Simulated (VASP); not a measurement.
A run of VASP 6.6.1 is set up as follows.

File INCAR:

```
SYSTEM = HgSe
  PREC = Accurate
  ENCUT = 600
  EDIFF = 1E-7
  ISMEAR = 0
  SIGMA = 0.03
  LREAL = .False.
  LASPH = .True.
  NELM = 80
  ALGO = Normal
  ISIF = 3
  LWAVE = .False.
  LCHARG = .False.
  GGA = CA
  IBRION = 2
  NSW = 90
  EDIFFG = -0.005
```

File KPOINTS:

```
Automatic mesh
0
Gamma
  10 10 10
  0 0 0
```

Contents of POSCAR:

```
HgSe                                    
1.0
   -0.0000000000      3.0408167845      3.0408167845
    3.0408167845      0.0000000000      3.0408167845
    3.0408167845      3.0408167845      0.0000000000
  Hg              Se            
     1     1
Direct
     0.0000000000000000    0.0000000000000000    0.0000000000000000
     0.2500000000000000    0.2500000000000000    0.2500000000000000
```

Potentials or basis: VASP PAW LDA potentials, release 64 (Hg, Se).

The run is started by

```console
$ cat potpaw_LDA.64/Hg/POTCAR potpaw_LDA.64/Se/POTCAR > POTCAR
$ mpirun -np 1 vasp_std > vasp.out
```

Estimate the band gap on the k mesh.

none (metal or under the smearing width).

Final structure:
```
Hg Se
1.0
     0.00000    3.04082    3.04082
     3.04082    0.00000    3.04082
     3.04082    3.04082    0.00000
Hg Se
1 1
Direct
  0.00000 0.00000 0.00000
  0.25000 0.25000 0.25000
```

Caveat: the relaxation stopped at its first step, so nothing moved. Spin-orbit coupling is left out, which matters for the levels of Hg.
